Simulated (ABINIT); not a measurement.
An input for ABINIT 10.8.3 (CdS (Hawleyite)):

```
acell 3*1.0 Angstrom
rprim 
  -0.000000000000 2.916500000000 2.916500000000
  2.916500000000 -0.000000000000 2.916500000000
  2.916500000000 2.916500000000 -0.000000000000
ntypat 2
znucl 48 16
natom 2
typat 1 2
xred 
  0.000000000000 0.000000000000 0.000000000000
  0.250000000000 0.250000000000 0.250000000000
pp_dirpath "pseudos"
pseudos "Cd.upf, S.upf"
ecut 47
ngkpt 4 4 4
nshiftk 1
shiftk 0 0 0
kptopt 1
chksymbreak 0
istwfk *1
occopt 1
irdwfk 1
optdriver 4
nband 93
gwcalctyp 27
ecutsigx 47
symsigma 0
nkptgw 8
kptgw 
  0.0000000000 0.0000000000 0.0000000000
  0.2500000000 0.0000000000 0.0000000000
  0.5000000000 0.0000000000 0.0000000000
  0.2500000000 0.2500000000 0.0000000000
  0.5000000000 0.2500000000 0.0000000000
  -0.2500000000 0.2500000000 0.0000000000
  0.5000000000 0.5000000000 0.0000000000
  -0.2500000000 0.5000000000 0.2500000000
bdgw 
  6 23
  6 23
  6 23
  6 23
  6 23
  6 23
  6 23
  6 23
ecuteps 5
irdscr 1
rhoqpmix 0.3
indata_prefix "in"
outdata_prefix "out"
tmpdata_prefix "tmp"
```

```sh
OMP_NUM_THREADS=1 mpirun -n 8 abinit run.abi > log
```

How long will it take on 8 MPI ranks of INTEL XEON PLATINUM 8581C at 2.10GHz (Emerald Rapids), shared host, and how much memory?

It took 53 s; on shared hardware allow 27 s to 1.8 min. Peak host memory was 3.8 GiB.

[Paths, hosts, dates, memory and timing lines, banners, echoed tables and standing remarks are left out of the program output.]

[Logs are printed without paths, hosts, clocks, repeated set-up lines and the standing remarks that a program may print on its own settings, such as how far it seeks lower states.]

[Runs of the session that timed out or met a known fault of the program may be left out.]

[Hosts, paths, dates, database ids (printed as entryN), source tags and the programs' standing remarks are cut or masked in the printed files.]

[G0W0 gaps are taken among the corrected bands and points alone; a level outside them can change the order at an edge.]

[Where Ansatz stands beside ABINIT at settings called matched, ABINIT's density can come from a denser mesh and the files from another edition; pairs whose starting gaps differed by over 0.03 eV were left out, so agreement reads better than it is.]
